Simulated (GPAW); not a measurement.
# CdS (Greenockite) (P6_3mc) in GPAW: further runs

Runs on CdS (Greenockite). Level: PBE. Tasks: single point.

All numbers are computed with GPAW 26.7.0; they aren't measurements. Logs are shortened: lines on timing, memory, paths and dates and some standing lists are left out, and cuts for length are marked. The log counts tension as positive stress, the text compression.

**Measured values to compare with.**

“Isotope dependence of band-gap energy”, 2008, arxiv:0807.2152 quotes, for a bulk crystal of CdS: band gap 2.5809 ± 0.0002 eV.

The results are compared with them further down.

## 1. The crystal as given

Symmetry: P6_3mc, No. 186, hexagonal system. The conventional cell has a = 4.150 Å, b = 4.150 Å, c = 6.737 Å, α = 90.00°, β = 90.00°, γ = 120.00°. Around Cd (site symmetry 3m) lie 4 S at 2.53 to 2.54 Å. Around S (site symmetry 3m) lie 4 Cd at 2.53 to 2.54 Å.

## 2. Single point, PBE

run.py

```python
from ase.dft.bandgap import bandgap
from ase.io import read, write
from ase.units import GPa
from gpaw import GPAW, PW

atoms = read('CdS.xyz')

calc = GPAW(mode=PW(450),
            xc='PBE',
            kpts={'size': (6, 6, 3), 'gamma': True},
            occupations={'name': 'fermi-dirac', 'width': 0.05},
            nbands=31,
            maxiter=120,
            txt='gpaw.txt')
atoms.calc = calc
energy = atoms.get_potential_energy()
forces = atoms.get_forces()
stress = atoms.get_stress()
calc.write('gs.gpw')
write('result.traj', atoms)
print(f'Energy: {energy:.6f} eV')
print('Forces (eV/A):')
print(forces.round(4))
print('Stress (GPa):', (stress / GPa).round(3))
print('Fermi level:', round(calc.get_fermi_level(), 4), 'eV')
print(f'Gap: {bandgap(calc)[0]:.4f} eV, direct: {bandgap(calc, direct=True)[0]:.4f} eV')
```

CdS.xyz

```xyz
4
Lattice="4.1500000000 0.0000000000 0.0000000000 -2.0750000000 3.5940054257 0.0000000000 0.0000000000 0.0000000000 6.7370000000" Properties=species:S:1:pos:R:3 pbc="T T T"
Cd     2.0750000002      1.1980018084      3.3685000000
Cd    -0.0000000002      2.3960036173      0.0000000000
S      2.0750000002      1.1980018084      5.8948750000
S     -0.0000000002      2.3960036173      2.5263750000
```

Potentials or basis: GPAW PAW data sets (gpaw-data 1.2.1), pw.

Run with:

```sh
OMP_NUM_THREADS=1 python run.py
```

gpaw.txt:

```text
__  _  _
 | _ |_)|_||  |
 |__||  | ||/\| - 26.7.0

Input parameters:
  mode=PW(ecut=450.00000000000006),
  kpts=MonkhorstPack(size=(6, 6, 3), gamma=True),
  maxiter=120,
  nbands=31,
  occupations=Occupations(name='fermi-dirac', width=0.05),
  xc=XC(name='PBE')

Diagonalizing LCAO Hamiltonian
Converting LCAO to pw mode

            S

            Cd
        S

        Cd

Atoms  # Å, Bohr magnetons
|   | symbol |         x |        y |        z |    initial magnetic moments |
|---|--------|-----------|----------|----------|-----------------------------|
| 0 |     Cd |  2.075000 | 1.198002 | 3.368500 | ( 0.0000,  0.0000,  0.0000) |
| 1 |     Cd | -0.000000 | 2.396004 | 0.000000 | ( 0.0000,  0.0000,  0.0000) |
| 2 |      S |  2.075000 | 1.198002 | 5.894875 | ( 0.0000,  0.0000,  0.0000) |
| 3 |      S | -0.000000 | 2.396004 | 2.526375 | ( 0.0000,  0.0000,  0.0000) |

Unit cell  # Å
| periodic |         x |        y |        z |  lengths |     angles |
|----------|-----------|----------|----------|----------|------------|
|      yes |  4.150000 | 0.000000 | 0.000000 | 4.150000 |  90.000000 |
|      yes | -2.075000 | 3.594005 | 0.000000 | 4.150000 |  90.000000 |
|      yes |  0.000000 | 0.000000 | 6.737000 | 6.737000 | 120.000000 |

Number of symmetries: 6
Symmetry operations  # r_c * U_cc + t_c -> r_c
|   | kind |            matrix            |
|---|------|------------------------------|
| 0 |  σ   |  1, 1, 0,  0,-1, 0,  0, 0, 1 |
| 1 |  E   |  1, 0, 0,  0, 1, 0,  0, 0, 1 |
| 2 |  C3  |  0, 1, 0, -1,-1, 0,  0, 0, 1 |
| 3 |  σ   |  0,-1, 0, -1, 0, 0,  0, 0, 1 |
| 4 |  σ   | -1, 0, 0,  1, 1, 0,  0, 0, 1 |
| 5 |  C3  | -1,-1, 0,  1, 0, 0,  0, 0, 1 |

BZ-sampling:
  Number of BZ points: 108
  Number of IBZ points: 17

  Monkhorst-Pack size: [6, 6, 3]
  Monkhorst-Pack shift: [0.08333333333333333, 0.08333333333333333, 0.0]

K-points  # in reciprocal-cell coordinates
|     |                                coordinates |     weight |
|-----|--------------------------------------------|------------|
|   0 | (  0.00000000,   0.00000000,   0.00000000) | 0.00925926 |
|   1 | (  0.00000000,   0.00000000,   0.33333333) | 0.01851852 |
|   2 | (  0.16666667,   0.00000000,  -0.33333333) | 0.05555556 |
|   3 | (  0.16666667,   0.00000000,   0.00000000) | 0.05555556 |
|   4 | (  0.16666667,   0.00000000,   0.33333333) | 0.05555556 |
|   5 | (  0.33333333,  -0.16666667,   0.00000000) | 0.05555556 |
|   6 | (  0.33333333,  -0.16666667,   0.33333333) | 0.11111111 |
|   7 | (  0.33333333,   0.00000000,  -0.33333333) | 0.05555556 |
|   8 | (  0.33333333,   0.00000000,   0.00000000) | 0.05555556 |
|   9 | (  0.33333333,   0.00000000,   0.33333333) | 0.05555556 |
| ... |                                            |            |
|  16 | (  0.50000000,   0.50000000,   0.33333333) | 0.05555556 |

Plane wave coefficients: 2190
Cutoff: 450.00000000000006 eV

Spin-components: 1 (collinear spins)
Bands:           31
Projectors:      22
Spin-degeneracy: 2
Datatype:        complex128

Parallelization:
  kpt:    1
  domain: 1
  band:   1

Density:
  Valence electrons: 36.0
  Components: 1
  Grid points: [21 21 35]
  Charge: 0.0  # |e|

Potential:
  Grid points: [21 21 35]

species:
  Cd:
    name:    Cadmium
    Z:       48.0
    valence: 12
    core:    36
    charge:  0.0  # [|e|]
    compensation charges:
      type: gauss
      rc: 0.38  # [Å]
      lmax: 2
    cutoffs:
      filter: 2.12  # [Å]
      core: 2.62  # [Å]
    projectors
    | kind |    occ | energy [eV] | rcut [Å] |
    |------|--------|-------------|----------|
    |   5s |  2.000 |      -5.655 |    1.191 |
    |   5p |  0.000 |      -1.186 |    1.228 |
    |   4d | 10.000 |     -11.739 |    1.164 |
    |    s |        |      21.556 |    1.191 |
    |    p |        |      26.026 |    1.228 |
    |    d |        |      15.473 |    1.164 |

    Using partial waves for Cd as LCAO basis

  S:
    name:    Sulfur
    Z:       16.0
    valence: 6
    core:    10
    charge:  0.0  # [|e|]
    compensation charges:
      type: gauss
      rc: 0.24  # [Å]
      lmax: 2
    cutoffs:
      filter: 1.77  # [Å]
      core: 1.66  # [Å]
    projectors
    | kind |    occ | energy [eV] | rcut [Å] |
    |------|--------|-------------|----------|
    |   3s |  2.000 |     -17.254 |    0.974 |
    |   3p |  4.000 |      -7.008 |    0.979 |
    |    s |        |       9.957 |    0.974 |
    |    p |        |      20.203 |    0.979 |
    |    d |        |       0.000 |    0.900 |

    Using partial waves for S as LCAO basis

Reference energy: -326061.476468  # eV

eigensolver:
  PPCG
  Converge bands: occupied
  niter=2

density mixing:
  MSR1-Mixer
  Pratt-step length: 0.05
  Maximum mixing coefficient: 0.75
  Old densities: 10
  SVD Regularization: 0.005
  Good broyden scale: 1.0
  Trust region scale: 1.0
  Backstep threshold: 4.0
  History deletion threshold: 6.0
  Fourier metric: weight=20.0, sigma=0.015

occupation numbers:
  Fermi-Dirac:
    width: 0.0500  # eV

poisson solver:
  ecut: 3600.0000000000005  # eV

xc functional:
  name: PBE with 2 nearest neighbor stencil

convergence criteria:
- Maximum [total energy] change in last 3 cyles: 0.0005 eV / valence electron
- Maximum integral of absolute [dens]ity change: 0.0001 electrons / valence electron
- Maximum integral of absolute [eigenst]ate change: 4e-08 eV^2 / valence electron
maximum number of iterations: 120

SCF iterations
|iter     | |      energy | eigst |  dens |
|---------|-|-------------|-------|-------|
|iter:   1| |  -13.623238 | -0.50 |       |
|iter:   2| |  -13.395651 | -2.18 | -1.12 |
|iter:   3| |  -12.601959 | -1.38 | -1.16 |
|iter:   4| |  -12.598163 | -3.30 | -1.73 |
|iter:   5| |  -12.597370c| -3.69 | -2.16 |
|iter:   6| |  -12.597448c| -5.06 | -2.94 |
|iter:   7| |  -12.597460c| -6.30 | -3.50 |
|iter:   8| |  -12.597459c| -7.33 | -4.38c|
|iter:   9| |  -12.597459c| -7.69c| -4.73c|

Converged in 9 steps
Energy contributions relative to reference atoms: (reference = -326061.476468)

Energy contributions:
  Kinetic:          37.224389
  Coulomb:         -33.673635
  Zero:              0.281091
  External:          0.000000
  Xc:              -16.429304
  Entropy:          -0.000000
  Spinorbit:         0.000000
  ----------------------------
  Free energy:     -12.597460
  Extrapolated:    -12.597459

dipole moment: (-0.000005, -0.000019, -18.973912)  # |e|*Ang

Fermi level: 4.079
Eigenvalues  # (at kpt = [0.000, 0.000, 0.000])
| band index |      eig [eV] | occ [0-2] |
|------------|---------------|-----------|
|          0 |        -8.846 |     2.000 |
|        ... |               |           |
|         10 |        -3.653 |     2.000 |
|         11 |        -3.319 |     2.000 |
|         12 |        -0.882 |     2.000 |
|         13 |         2.701 |     2.000 |
|         14 |         2.701 |     2.000 |
|         15 |         3.422 |     2.000 |
[... 8 lines left out ...]
|         24 |        10.995 |     0.000 |
|         25 |        11.131 |     0.000 |
|        ... |               |           |
|         30 |        15.012 |     0.000 |

Gap: 1.178 eV
Transition (v -> c):
  (s=0, k=0, n=17, [0.00, 0.00, 0.00]) -> (s=0, k=0, n=18, [0.00, 0.00, 0.00])
No difference between direct/indirect transitions

Forces  # eV/Ang
|        x |       y |        z |
|----------|---------|----------|
| -0.00000 | 0.00000 | -0.06687 |  # Cd   0
|  0.00000 | 0.00000 | -0.06727 |  # Cd   1
| -0.00000 | 0.00000 |  0.06678 |  # S    2
|  0.00000 | 0.00000 |  0.06698 |  # S    3

Stress tensor  # eV/Ang^3
|         x |         y |         z |
|-----------|-----------|-----------|
| -0.004946 |  0.000000 |  0.000000 |
| -0.000000 | -0.004946 | -0.000000 |
|  0.000000 | -0.000000 | -0.008928 |

# Writing to gs.gpw (mode='')
```

stdout:

```text
Energy: -12.597459 eV
Forces (eV/A):
[[-0.      0.     -0.0669]
 [ 0.      0.     -0.0673]
 [-0.      0.      0.0668]
 [ 0.      0.      0.067 ]]
Stress (GPa): [-0.793 -0.793 -1.43  -0.     0.     0.   ]
Fermi level: 4.0787 eV
Gap: 1.1775 eV, direct: 1.1775 eV
```

It took 18 s on 1 thread of Intel Xeon at 2.60GHz (Ice Lake), shared host; peak memory 0.17 GiB.

What came out:

- Free energy: -12.5975 eV
- Pressure: 1.0 GPa
- Largest force: 0.067 eV/Å
- Band gap on the k mesh: 1.18 eV, direct

Forces in eV/Å, atoms in the order of the input:
```
Cd   0.000  0.000 -0.067
Cd   0.000  0.000 -0.067
S    0.000  0.000  0.067
S    0.000  0.000  0.067
```

Stress tensor (GPa, compression positive):
```
0.79 0.00 0.00
0.00 0.79 0.00
0.00 0.00 1.43
```

Caveat: the cutoff is short for stress and forces, so pressures can be off by a GPa or more.

## 3. Single point, PBE

Edit run.py of step 2 so:

```diff
@@ -1,3 +1,4 @@
+from ase import Atoms
 from ase.dft.bandgap import bandgap
-from ase.io import read, write
+from ase.io import write
 from ase.units import GPa
@@ -5,3 +6,11 @@
 
-atoms = read('CdS.xyz')
+atoms = Atoms(['Cd', 'Cd', 'S', 'S'],
+              cell=[[4.15, 0.0, 0.0],
+                    [-2.075, 3.5940054257, 0.0],
+                    [0.0, 0.0, 6.737]],
+              scaled_positions=[[0.6666666667, 0.3333333333, 0.5],
+                                [0.3333333333, 0.6666666667, 0.0],
+                                [0.6666666667, 0.3333333333, 0.875],
+                                [0.3333333333, 0.6666666667, 0.375]],
+              pbc=True)
```

Potentials or basis: GPAW PAW data sets (gpaw-data 1.2.1), pw.

Run with:

```sh
OMP_NUM_THREADS=1 python run.py
```

Run time: 18 s. Hardware: 1 thread of AMD EPYC 7B13 (Zen 3), shared host; peak memory 0.17 GiB.

Results (log left out):

```yaml
Free_energy: -12.5975 eV
Pressure: 1.0 GPa
Largest_force: 0.067 eV/Å
Band_gap_on_the_k_mesh: 1.18 eV, direct
```

Forces on the atoms (eV/Å):
```
Cd   0.000  0.000 -0.067
Cd   0.000  0.000 -0.067
S    0.000  0.000  0.067
S    0.000  0.000  0.067
```

Stress tensor (GPa, compression positive):
```
0.79 0.00 0.00
0.00 0.79 0.00
0.00 0.00 1.43
```

Levels at points of the mesh, in eV from the valence-band top:
```
           k point  band 16  band 17  band 18  band 19  band 20  band 21
(0.00, 0.00, 0.00)    -0.04     0.00     0.00     1.18     2.77     6.42
(0.50, 0.50, 0.00)    -1.86    -1.29    -0.73     3.69     3.88     5.10
```

Caveat: the cutoff is short for stress and forces, so pressures can be off by a GPa or more.

## 4. Comparison with measurements

Step 2. Against the measured gap of CdS, 2.5809 eV (quoted in “Isotope dependence of band-gap energy”, 2008, arxiv:0807.2152), the calculated 1.18 eV is off by -1.40 eV. So large a miss can be the level of theory's own, or it may mean another phase, state or a wrong row. Spin-orbit coupling on Cd is left out. The value is that of PBE, without temperature or zero-point motion. Semilocal functionals fall short of measured gaps as a rule.

Step 3. Against the measured gap of CdS, 2.5809 eV (quoted in “Isotope dependence of band-gap energy”, 2008, arxiv:0807.2152), the calculated 1.18 eV is off by -1.40 eV. So large a miss can be the level of theory's own, or it may mean another phase, state or a wrong row. Spin-orbit coupling on Cd is left out. The value is that of PBE, without temperature or zero-point motion. Semilocal functionals fall short of measured gaps as a rule.
